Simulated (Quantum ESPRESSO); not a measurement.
P under changes of volume

One of the cells (132.548 Å³/atom); the others are scaled copies at fixed shape and fractional positions:

```
CELL_PARAMETERS angstrom
3.28373 0.00000 0.00000
0.00000 34.85703 0.00000
0.00000 0.00000 4.63208
ATOMIC_POSITIONS crystal
P 0.50000 0.97026 0.90785
P 0.50000 0.02974 0.09215
P 0.00000 0.02974 0.40785
P 0.00000 0.97026 0.59215
```

| Property | Result |
| --- | --- |
| Program | Quantum ESPRESSO 7.5 |
| Functional | r2SCAN |
| Potentials or basis | SG15 PBE 1.2 |
| Cutoff | 599 eV |
| Density cutoff | 2395 eV |
| k mesh | 4 × 1 × 3 |
| Occupations | fermi-dirac, width 0.05 eV |
| Spin | no spin polarisation |

| volume (Å³/atom) | energy over the lowest point (meV/atom) | gap on the mesh (eV) |
| --- | --- | --- |
| 124.595 | 35.30 | 1.04 |
| 127.246 | 19.52 | 1.05 |
| 129.897 | 8.71 | 1.07 |
| 132.548 | 2.32 | 1.08 |
| 135.199 | 0.00 | 1.09 |
| 137.850 | 1.30 | 1.11 |
| 140.501 | ? | ? |

Question: What does the run at 140.501 Å³/atom give?

Answer: Energy over the lowest point 5.89 meV/atom; gap on the mesh 1.12 eV.

Worked out: A Birch-Murnaghan fit of order 3 (a polynomial in V^(-2/3)) to the other rows has its minimum at 135.53 Å³/atom with B0 = V·E''(V) = 11.1 GPa and B' = 4.2 at fixed shape and positions, which overstates the stiffness. It gives 5.90 meV/atom at 140.501 Å³/atom, against the run's 5.89. A straight line through the other rows of the gap, of slope 0.678 eV per unit of ln V (its deformation potential), extrapolates to 1.12 eV, against the run's 1.12.

Energies are extrapolated to zero smearing.

Caveats: all runs use coarse meshes; the potentials were made for another functional, which shifts forces and pressure.

A mesh can miss the band edges.
